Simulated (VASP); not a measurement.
Here is a VASP 6.6.1 calculation.

INCAR

```
  PREC = Accurate
  ENCUT = 600
  EDIFF = 1E-7
  ISMEAR = 0
  SIGMA = 0.03
  LREAL = F
  LASPH = T
  NELM = 80
  ALGO = Normal
  ISIF = 3
  LWAVE = F
  LCHARG = F
  IBRION = 2
  NSW = 90
  EDIFFG = -0.005
  KPAR = 2
```

Contents of KPOINTS:

```
Automatic mesh
0
Gamma
  9 9 5
```

Contents of POSCAR:

```
ZrS2                                    
1.0
    3.5954281691     -0.0000000000      0.0000000000
   -1.7977140846      3.1137321319      0.0000000000
    0.0000000000      0.0000000000      5.6512038393
  Zr              S             
     1     2
Direct
     0.0000000000000000    0.0000000000000000    0.0000000000000000
     0.6666666699999979    0.3333333300000021    0.7428042021545149
     0.3333333300000021    0.6666666699999979    0.2571957978454852
```

Potentials or basis: VASP PAW LDA potentials, release 64 (Zr_sv, S).

Launch:

```sh
$ cat potpaw_LDA.64/Zr_sv/POTCAR potpaw_LDA.64/S/POTCAR > POTCAR
$ mpirun -np 2 vasp_std > vasp.out
```

(1) What does it give for the relaxed volume?

(2) Predict the space group after relaxing (to 0.05 Å).

(3) What does it give for the band gap on the k mesh?

(4) What does it give for the relaxed cell?

Results:

(1) 21.09 Å³/atom.

(2) P-3m1 (No. 164).

(3) 0.50 eV, indirect (least direct gap 1.29 eV).

(4) a = 3.596 Å, b = 3.596 Å, c = 5.650 Å, α = 90.00°, β = 90.00°, γ = 120.00°.

Caveat: an odd mesh through Γ misses points on the zone boundary, where band edges often lie.
